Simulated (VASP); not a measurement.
# P4 in VASP: notebook

The runs below take P4 through single point, with PBEsol, r2SCAN.

All numbers are computed with VASP 6.6.1; they aren't measurements. Logs are shortened: lines on timing, memory, paths and dates and some standing lists are left out, and cuts for length are marked.

## 1. The structure

The cell holds a molecule in a box, 4 atoms: a = 12.000 Å, b = 12.500 Å, c = 13.000 Å, α = 90.00°, β = 90.00°, γ = 90.00°.

## 2. Single point, PBEsol

File INCAR:

```
PREC     = Accurate       # precision mode
ENCUT    = 700            # plane-wave cutoff, eV
EDIFF    = 1E-6           # SCF threshold, eV
ISMEAR   = 0              # smearing method
SIGMA    = 0.02           # smearing width, eV
LREAL    = F              # projectors in reciprocal space
LASPH    = T              # aspherical terms in the spheres
NELM     = 60             # most SCF steps
ALGO     = Fast           # electronic algorithm
ISIF     = 2              # what is computed and relaxed
LWAVE    = F              # write WAVECAR
LCHARG   = T              # write CHGCAR
GGA      = PS             # functional
LELF     = T              # ELF
LVHAR    = T
```

File KPOINTS:

```
regular mesh
0
Gamma
  1 1 1
```

File POSCAR:

```
P
1.0
   12.0000000000      0.0000000000      0.0000000000
    0.0000000000     12.5000000000      0.0000000000
    0.0000000000      0.0000000000     13.0000000000
P
4
Direct
    0.5646300000      0.5620400000      0.5596500000
    0.5646300000      0.4379600000      0.4403500000
    0.4353700000      0.5620400000      0.4403500000
    0.4353700000      0.4379600000      0.5596500000
```

Potentials or basis: VASP PAW PBE potentials, release 64 (P).

Command:

```console
$ cat potpaw_PBE.64/P/POTCAR > POTCAR
$ mpirun -np 1 vasp_std > vasp.out
```

OUTCAR:

```text
PREC = Accurate
   ENCUT = 700
   EDIFF = 1E-6
   ISMEAR = 0
   LREAL = F
   LASPH = T
   NELM = 60
   ISIF = 2
   GGA = PS

 ion  position               nearest neighbor table
   1  0.565  0.562  0.560-   2 2.19   3 2.19   4 2.19
   2  0.565  0.438  0.440-   1 2.19   4 2.19   3 2.19
   3  0.435  0.562  0.440-   4 2.19   1 2.19   2 2.19
   4  0.435  0.438  0.560-   3 2.19   2 2.19   1 2.19

  LATTYP: Found a simple orthorhombic cell.
 ALAT       =    12.0000000000
 B/A-ratio  =     1.0416666667
 C/A-ratio  =     1.0833333333

  Lattice vectors:

 A1 = (  12.0000000000,   0.0000000000,   0.0000000000)
 A2 = (   0.0000000000,  12.5000000000,   0.0000000000)
 A3 = (   0.0000000000,   0.0000000000,  13.0000000000)

Analysis of symmetry for initial positions (statically):
=====================================================================
 Subroutine PRICEL returns:
 Original cell was already a primitive cell.

 Routine SETGRP: Setting up the symmetry group for a
 simple orthorhombic supercell.

 Subroutine GETGRP returns: Found  4 space group operations
 (whereof  4 operations were pure point group operations)
 out of a pool of  8 trial point group operations.

The static configuration has the point symmetry D_2 .

Analysis of symmetry for dynamics (positions and initial velocities):
=====================================================================
 Subroutine PRICEL returns:
 Original cell was already a primitive cell.

 Routine SETGRP: Setting up the symmetry group for a
 simple orthorhombic supercell.

 Subroutine GETGRP returns: Found  4 space group operations
 (whereof  4 operations were pure point group operations)
 out of a pool of  8 trial point group operations.

The dynamic configuration has the point symmetry D_2 .

 Subroutine INISYM returns: Found  4 space group operations
 (whereof  4 operations are pure point group operations),
 and found     1 'primitive' translations

----------------------------------------------------------------------------------------

                                     Primitive cell

  volume of cell :    1950.0000

  direct lattice vectors                    reciprocal lattice vectors
    12.000000000  0.000000000  0.000000000     0.083333333  0.000000000  0.000000000
     0.000000000 12.500000000  0.000000000     0.000000000  0.080000000  0.000000000
     0.000000000  0.000000000 13.000000000     0.000000000  0.000000000  0.076923077

  length of vectors
    12.000000000 12.500000000 13.000000000     0.083333333  0.080000000  0.076923077

  position of ions in fractional coordinates (direct lattice)
     0.564630000  0.562040000  0.559650000
     0.564630000  0.437960000  0.440350000
     0.435370000  0.562040000  0.440350000
     0.435370000  0.437960000  0.559650000

  ion indices of the primitive-cell ions
   primitive index   ion index
                 1           1
                 2           2
                 3           3
                 4           4

----------------------------------------------------------------------------------------

 KPOINTS: regular mesh

Automatic generation of k-mesh.
 Grid dimensions read from file:
 generate k-points for:    1    1    1

 Generating k-lattice:

  Cartesian coordinates                     Fractional coordinates (reciprocal lattice)
     0.083333333  0.000000000  0.000000000     1.000000000  0.000000000  0.000000000
     0.000000000  0.080000000  0.000000000     0.000000000  1.000000000  0.000000000
     0.000000000  0.000000000  0.076923077     0.000000000  0.000000000  1.000000000

  Length of vectors
     0.083333333  0.080000000  0.076923077

  Shift w.r.t. Gamma in fractional coordinates (k-lattice)
     0.000000000  0.000000000  0.000000000

 Subroutine IBZKPT returns following result:
 ===========================================

 Found      1 irreducible k-points:

 Following reciprocal coordinates:
            Coordinates               Weight
  0.000000  0.000000  0.000000      1.000000
   k-points           NKPTS =      1   k-points in BZ     NKDIM =      1   number of bands    NBANDS=     14
   number of dos      NEDOS =    301   number of ions     NIONS =      4
   total plane-waves  NPLWV = ******
   dimension x,y,z NGX =   108 NGY =  108 NGZ =  112
   dimension x,y,z NGXF=   216 NGYF=  216 NGZF=  224
   ions per type =               4
   NGX,Y,Z   is equivalent  to a cutoff of  14.96, 14.36, 14.32 a.u.
   NGXF,Y,Z  is equivalent  to a cutoff of  29.92, 28.73, 28.65 a.u.
 SYSTEM =  unknown system
   PREC   = accura    normal or accurate (medium, high low for compatibility)
   ISTART =      0    job   : 0-new  1-cont  2-samecut
   ICHARG =      2    charge: 1-file 2-atom 10-const
   ISPIN  =      1    spin polarized calculation?
   LNONCOLLINEAR =      F non collinear calculations
   LSORBIT =      F    spin-orbit coupling
   LASPH  =      T    aspherical Exc in radial PAW
   ENCUT  =  700.0 eV  51.45 Ry    7.17 a.u.  25.89 26.97 28.04*2*pi/ulx,y,z
   NELM   =     60;   NELMIN=  2; NELMDL= -5     # of ELM steps
   EDIFF  = 0.1E-05   stopping-criterion for ELM
   LREAL  =      F    real-space projection
   EDIFFG = 0.1E-04   stopping-criterion for IOM
   NSW    =      0    number of steps for IOM
   IBRION =     -1    ionic relax: 0-MD 1-quasi-New 2-CG
   NFREE  =      0    steps in history (QN), initial steepest desc. (CG)
   ISIF   =      2    stress and relaxation
   ISYM   =      2    0-nonsym 1-usesym 2-fastsym
   POTIM  = 0.5000    time-step for ionic-motion
   TEBEG  =    0.0;   TEEND  =   0.0 temperature during run
   PSTRESS=    0.0 pullay stress
   NELECT =      20.0000    total number of electrons
   NUPDOWN=      -1.0000    fix difference up-down
   EMIN   =  10.00;   EMAX   =-10.00  energy-range for DOS
   EFERMI =   0.00;   METHOD = LEGACY
   ISMEAR =     0;   SIGMA  =   0.02  broadening in eV -4-tet -1-fermi 0-gaus
   EFERMI_NEDOS =   21; number of points for ismear=-14 and -15
   IALGO  =     68    algorithm
   IMIX   =      4    mixing-type and parameters
     AMIX     =   0.40;   BMIX     =  1.00
     AMIX_MAG =   1.60;   BMIX_MAG =  1.00
  volume/ion in A,a.u.               =     487.50      3289.81
  Fermi-wavevector in a.u.,A,eV,Ry     =   0.355691  0.672159  1.721359  0.126516
  Thomas-Fermi vector in A             =   1.271717
   LORBIT       =      0    0 simple, 1 ext, 2 COOP (PROOUT), +10 PAW based schemes
   GGA     = PS    functional components
   LHFCALC =     F    Hartree Fock is set to
   AEXX    =    0.0000 exact exchange contribution
   IVDW    =     0    specifies the selected vdW correction
   LEPSILON=     F    determine dielectric tensor
   LRPA    =     F    only Hartree local field effects (RPA)
 non-spin polarized calculation
 RMM-DIIS sequential band-by-band and
 Gauss-broadening in eV      SIGMA  =   0.02
  energy-cutoff  :      700.00
  volume of cell :     1950.00
 maximum number of plane-waves:     81903
 NGX is ok and might be reduce to   108
   NGX = 51   NGY = 53   NGZ = 57

 number of electron      19.9999998 magnetization

 Free energy of the ion-electron system (eV)
  ---------------------------------------------------
  ext. energy  EPLUGINS =         0.00000000
  ---------------------------------------------------
  free energy    TOTEN  =       -21.94125697 eV

  energy without entropy =      -21.94125697  energy(sigma->0) =      -21.94125697

 E-fermi :  -6.0897     XC(G=0):  -0.8547

 val. band max:       -6.1926141417   @ k =   0.0000   0.0000   0.0000
 cond. band min:      -1.2017506893   @ k =   0.0000   0.0000   0.0000
 fundamental gap:      4.9908634524
 Fermi energy:        -6.0896631395

 k-point     1 :       0.0000    0.0000    0.0000
  band No.  band energies     occupation
      1     -19.8057      2.00000
      2     -13.0147      2.00000
      3     -13.0141      2.00000
      4     -13.0135      2.00000
      5      -8.3267      2.00000
      6      -6.9965      2.00000
      7      -6.9964      2.00000
      8      -6.9962      2.00000
      9      -6.1937      2.00000
     10      -6.1926      2.00000
     11      -1.2018      0.00000
     12      -1.0738      0.00000
     13      -1.0707      0.00000
     14      -1.0658      0.00000

------------------------ aborting loop because EDIFF is reached ----------------------------------------

  FORCE on cell =-STRESS in cart. coord.  units (eV):
  Direction    XX          YY          ZZ          XY          YZ          ZX
  --------------------------------------------------------------------------------------
  -------------------------------------------------------------------------------------
  Total       -0.0111898     -0.0071565     -0.0047997      0.0000000      0.0000000      0.0000000
  in kB       -0.0091939     -0.0058800     -0.0039436      0.0000000      0.0000000      0.0000000
  external PRESSURE =      -0.0063392 kB  Pullay stress =       0.0000000 kB

 VOLUME and BASIS-vectors are now :
 -----------------------------------------------------------------------------
  energy-cutoff  :      700.00
  volume of cell :     1950.00
      direct lattice vectors                 reciprocal lattice vectors
    12.000000000  0.000000000  0.000000000     0.083333333  0.000000000  0.000000000
     0.000000000 12.500000000  0.000000000     0.000000000  0.080000000  0.000000000
     0.000000000  0.000000000 13.000000000     0.000000000  0.000000000  0.076923077

 POSITION                                       TOTAL-FORCE (eV/Angst)
 -----------------------------------------------------------------------------------
      6.77556      7.02550      7.27545        -0.001718     -0.000674      0.000182
      6.77556      5.47450      5.72455        -0.001718      0.000674     -0.000182
      5.22444      7.02550      5.72455         0.001718     -0.000674     -0.000182
      5.22444      5.47450      7.27545         0.001718      0.000674      0.000182
 -----------------------------------------------------------------------------------
    total drift:                                0.000000     -0.000000     -0.000000

  FREE ENERGIE OF THE ION-ELECTRON SYSTEM (eV)
  ---------------------------------------------------
  free  energy   TOTEN  =       -21.9412569658 eV

  energy  without entropy=      -21.9412569658  energy(sigma->0) =      -21.94125697
```

Wall time 4 min (1 thread of Intel Xeon Platinum 8559C (Emerald Rapids), shared host); peak memory 1.9 GiB.

What came out:

```
Free energy                     : -21.9413 eV
Gap between the frontier levels : 4.99 eV
```

Levels at points of the mesh, in eV from the valence-band top:
| k point | band 6 | band 7 | band 8 | band 9 | band 10 | band 11 | band 12 | band 13 | band 14 |
| --- | --- | --- | --- | --- | --- | --- | --- | --- | --- |
| (0.00, 0.00, 0.00) | -0.80 | -0.80 | -0.80 | 0.00 | 0.00 | 4.99 | 5.12 | 5.12 | 5.13 |

Caveat: the PAW data sets were made with another functional, which shifts forces and pressure a little. PBEsol gaps usually lie below the measured ones, often by a third to a half.

## 3. Single point, PBEsol

Changes to INCAR since step 2:

```diff
@@ -1,3 +1,3 @@
 PREC     = Accurate       # precision mode
-ENCUT    = 700            # plane-wave cutoff, eV
+ENCUT    = 520            # plane-wave cutoff, eV
 EDIFF    = 1E-6           # SCF threshold, eV
```

KPOINTS is that of step 2.

POSCAR is that of step 2.

Potentials or basis: VASP PAW PBE potentials, release 64 (P).

Command:

```console
$ cat potpaw_PBE.64/P/POTCAR > POTCAR
$ mpirun -np 1 vasp_std > vasp.out
```

Run time: 2.4 min. Hardware: 1 thread of Intel Xeon Platinum 8559C (Emerald Rapids), shared host; peak memory 1.3 GiB.

Results (log left out):

| Property | Result |
| --- | --- |
| Free energy | -21.9402 eV |
| Gap between the frontier levels | 4.99 eV |

Forces in eV/Å, atoms in the order of the input:
```
P    0.000  0.001  0.002
P    0.000 -0.001 -0.002
P    0.000  0.001 -0.002
P    0.000 -0.001  0.002
```

Levels at points of the mesh, in eV from the valence-band top:
```csv
k point,band 8,band 9,band 10,band 11,band 12,band 13
"(0.00, 0.00, 0.00)",-0.80,0.00,0.00,4.99,5.12,5.12
```

Caveat: the PAW data sets were made with another functional, which shifts forces and pressure a little. PBEsol gaps usually lie below the measured ones, often by a third to a half.

## 4. Single point, PBEsol

Changes to INCAR since step 3:

```diff
@@ -4,3 +4,3 @@
 ISMEAR   = 0              # smearing method
-SIGMA    = 0.02           # smearing width, eV
+SIGMA    = 0.5            # smearing width, eV
 LREAL    = F              # projectors in reciprocal space
```

KPOINTS is that of step 3.

POSCAR is that of step 3.

Command:

```console
$ cat potpaw_PBE.64/P/POTCAR > POTCAR
$ mpirun -np 1 vasp_std > vasp.out
```

Run time: 2.2 min. Hardware: 1 thread of Intel Xeon Platinum 8559C (Emerald Rapids), shared host; peak memory 1.3 GiB.

It converged, with:

| Quantity | Value |
| --- | --- |
| Free energy | -21.9402 eV |
| Gap between the frontier levels | 4.99 eV |

Forces on the atoms (eV/Å):
```
P    0.000  0.001  0.002
P    0.000 -0.001 -0.002
P    0.000  0.001 -0.002
P    0.000 -0.001  0.002
```

Levels at points of the mesh, in eV from the valence-band top:
| k point | band 6 | band 7 | band 8 | band 9 | band 10 | band 11 | band 12 | band 13 | band 14 |
| --- | --- | --- | --- | --- | --- | --- | --- | --- | --- |
| (0.00, 0.00, 0.00) | -0.80 | -0.80 | -0.80 | 0.00 | 0.00 | 4.99 | 5.12 | 5.12 | 5.12 |

Caveat: the PAW data sets were made with another functional, which shifts forces and pressure a little.

## 5. Single point, PBEsol

Changes to INCAR since step 4:

```diff
@@ -1,6 +1,6 @@
 PREC     = Accurate       # precision mode
-ENCUT    = 520            # plane-wave cutoff, eV
+ENCUT    = 900            # plane-wave cutoff, eV
 EDIFF    = 1E-6           # SCF threshold, eV
 ISMEAR   = 0              # smearing method
-SIGMA    = 0.5            # smearing width, eV
+SIGMA    = 0.02           # smearing width, eV
 LREAL    = F              # projectors in reciprocal space
```

KPOINTS is that of step 4.

POSCAR is that of step 4.

Potentials or basis: VASP PAW PBE potentials, release 64 (P_h).

Command:

```console
$ cat potpaw_PBE.64/P_h/POTCAR > POTCAR
$ mpirun -np 1 vasp_std > vasp.out
```

It took 6 min on 1 thread of Intel Xeon Platinum 8559C (Emerald Rapids), shared host; peak memory 2.7 GiB.

It converged, with:

| Property | Result |
| --- | --- |
| Free energy | -21.8979 eV |
| Largest force | 0.066 eV/Å |
| Gap between the frontier levels | 4.99 eV |

Forces in eV/Å, atoms in the order of the input:
```
P    0.037  0.038  0.039
P    0.037 -0.038 -0.039
P   -0.037  0.038 -0.039
P   -0.037 -0.038  0.039
```

Levels at points of the mesh, in eV from the valence-band top:
```
           k point  band 7  band 8  band 9  band 10  band 11  band 12  band 13  band 14
(0.00, 0.00, 0.00)   -0.80   -0.79    0.00     0.00     4.99     5.10     5.10     5.11
```

Caveat: the PAW data sets were made with another functional, which shifts forces and pressure a little.

## 6. Single point, r2SCAN

File INCAR:

```
PREC     = Accurate       # precision mode
ENCUT    = 520            # plane-wave cutoff, eV
EDIFF    = 1E-6           # SCF threshold, eV
ISMEAR   = 0              # smearing method
SIGMA    = 0.02           # smearing width, eV
LREAL    = F              # projectors in reciprocal space
LASPH    = T              # aspherical terms in the spheres
NELM     = 60             # most SCF steps
ALGO     = Normal         # electronic algorithm
ISIF     = 2              # what is computed and relaxed
LWAVE    = F              # write WAVECAR
LCHARG   = T              # write CHGCAR
METAGGA  = R2SCAN         # meta-GGA
LMIXTAU  = T            
LELF     = T              # ELF
LVHAR    = T
```

KPOINTS is that of step 5.

POSCAR is that of step 5.

Potentials or basis: VASP PAW PBE potentials, release 64 (P).

Command:

```console
$ cat potpaw_PBE.64/P/POTCAR > POTCAR
$ mpirun -np 1 vasp_std > vasp.out
```

OUTCAR:

```text
PREC = Accurate
   ENCUT = 520
   EDIFF = 1E-6
   ISMEAR = 0
   LREAL = F
   LASPH = T
   NELM = 60
   ISIF = 2
   METAGGA = R2SCAN

 ion  position               nearest neighbor table
   1  0.565  0.562  0.560-   2 2.19   3 2.19   4 2.19
   2  0.565  0.438  0.440-   1 2.19   4 2.19   3 2.19
   3  0.435  0.562  0.440-   4 2.19   1 2.19   2 2.19
   4  0.435  0.438  0.560-   3 2.19   2 2.19   1 2.19

  LATTYP: Found a simple orthorhombic cell.
[... 191 lines left out ...]

  FORCE on cell =-STRESS in cart. coord.  units (eV):
  Direction    XX          YY          ZZ          XY          YZ          ZX
  --------------------------------------------------------------------------------------
  -------------------------------------------------------------------------------------
  Total       -0.6905162     -0.6871941     -0.6848155      0.0000000      0.0000000      0.0000000
  in kB       -0.5673484     -0.5646189     -0.5626645      0.0000000      0.0000000      0.0000000
  external PRESSURE =      -0.5648773 kB  Pullay stress =       0.0000000 kB

 VOLUME and BASIS-vectors are now :
 -----------------------------------------------------------------------------
  energy-cutoff  :      520.00
  volume of cell :     1950.00
      direct lattice vectors                 reciprocal lattice vectors
    12.000000000  0.000000000  0.000000000     0.083333333  0.000000000  0.000000000
     0.000000000 12.500000000  0.000000000     0.000000000  0.080000000  0.000000000
     0.000000000  0.000000000 13.000000000     0.000000000  0.000000000  0.076923077

 POSITION                                       TOTAL-FORCE (eV/Angst)
 -----------------------------------------------------------------------------------
      6.77556      7.02550      7.27545        -0.215856     -0.214688     -0.213788
      6.77556      5.47450      5.72455        -0.215856      0.214688      0.213788
      5.22444      7.02550      5.72455         0.215856     -0.214688      0.213788
      5.22444      5.47450      7.27545         0.215856      0.214688     -0.213788
 -----------------------------------------------------------------------------------
    total drift:                               -0.000000     -0.000002     -0.000000

  FREE ENERGIE OF THE ION-ELECTRON SYSTEM (eV)
  ---------------------------------------------------
  free  energy   TOTEN  =       -35.1033361612 eV

  energy  without entropy=      -35.1033361612  energy(sigma->0) =      -35.10333616
```

Wall time 8.9 min (1 thread of Intel Xeon Platinum 8559C (Emerald Rapids), shared host); peak memory 1.6 GiB.

What came out:

| Item | Value |
| --- | --- |
| Free energy | -35.1033 eV |
| Largest force | 0.372 eV/Å |
| Gap between the frontier levels | 5.39 eV |

Forces on the atoms (eV/Å):
```
P   -0.216 -0.215 -0.214
P   -0.216  0.215  0.214
P    0.216 -0.215  0.214
P    0.216  0.215 -0.214
```

Caveat: the PAW data sets were made with another functional, which shifts forces and pressure a little. r2SCAN opens gaps a little over a GGA but as a rule still falls short of measured ones.

## 7. Summary

```tsv
level	potentials or basis	cutoff (eV)	smearing	further INCAR settings	gap on the mesh (eV)	largest force (eV/Å)
PBEsol	VASP PAW PBE potentials, release 64 (P)	700	gaussian 0.02 eV	ALGO = Fast; EDIFF = 1e-06	4.99	-
PBEsol	VASP PAW PBE potentials, release 64 (P)	520	gaussian 0.02 eV	ALGO = Fast; EDIFF = 1e-06	4.99	-
PBEsol	VASP PAW PBE potentials, release 64 (P)	520	gaussian 0.5 eV	ALGO = Fast; EDIFF = 1e-06	4.99	-
PBEsol	VASP PAW PBE potentials, release 64 (P_h)	900	gaussian 0.02 eV	ALGO = Fast; EDIFF = 1e-06	4.99	0.07
r2SCAN	VASP PAW PBE potentials, release 64 (P)	520	gaussian 0.02 eV	ALGO = Normal; EDIFF = 1e-06	5.39	0.37
```

Alike in all rows: task single point; no spin polarisation; cell as given; k mesh 1 × 1 × 1.

Caveats: the PAW data sets were made with another functional, which shifts forces and pressure a little.

Absolute energies hang on the potentials; compare differences alone.
